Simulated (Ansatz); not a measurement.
# Bi under changes of volume

One of the cells (34.026 Å³/atom); the others are scaled copies at fixed shape and fractional positions:

```
CELL_PARAMETERS angstrom
3.48860 -3.13258 0.00000
3.48860 3.13258 0.00000
-1.26023 0.00000 3.11355
ATOMIC_POSITIONS crystal
Bi 0.75306 0.75306 0.85738
Bi 0.24694 0.24694 0.14262
```

This isn't the form of Bi at room conditions, which is rhombohedral.

| Quantity | Value |
| --- | --- |
| Program | Ansatz 0.2.0 |
| Functional | LDA |
| Potentials or basis | all-electron LAPW, scalar-relativistic |
| Cutoff | 190 eV (chosen from the basis error) |
| Basis error allowed | 0.001 eV/atom |
| k mesh | 6 × 6 × 9 |
| Occupations | fermi-dirac, width 0.05 eV |
| Spin | no spin polarisation |

| volume (Å³/atom) | energy over the lowest point (meV/atom) | pressure (GPa) | largest force (eV/Å) |
| --- | --- | --- | --- |
| 31.984 | 0.00 | -0.6 | 0.004 |
| 32.665 | 5.20 | -1.8 | 0.035 |
| 33.345 | 14.91 | -2.8 | 0.063 |
| 34.026 | 28.60 | -3.6 | 0.091 |
| 34.706 | ? | ? | ? |
| 35.387 | 66.15 | -5.1 | 0.140 |
| 36.067 | 89.22 | -5.7 | 0.163 |

What does the run at 34.706 Å³/atom give?

Energy over the lowest point 45.82 meV/atom; pressure -4.4 GPa; largest force 0.116 eV/Å.

Worked out: A Birch-Murnaghan fit of order 3 (a polynomial in V^(-2/3)) to the other rows has its minimum at 31.63 Å³/atom, just outside them, with B0 = V·E''(V) = 59 GPa and B' = 4.7 at fixed shape and positions, which overstates the stiffness. It gives 45.80 meV/atom at 34.706 Å³/atom, against the run's 45.82, and -dE/dV = -4.4 GPa, against -4.4.

Energies are extrapolated to zero smearing.
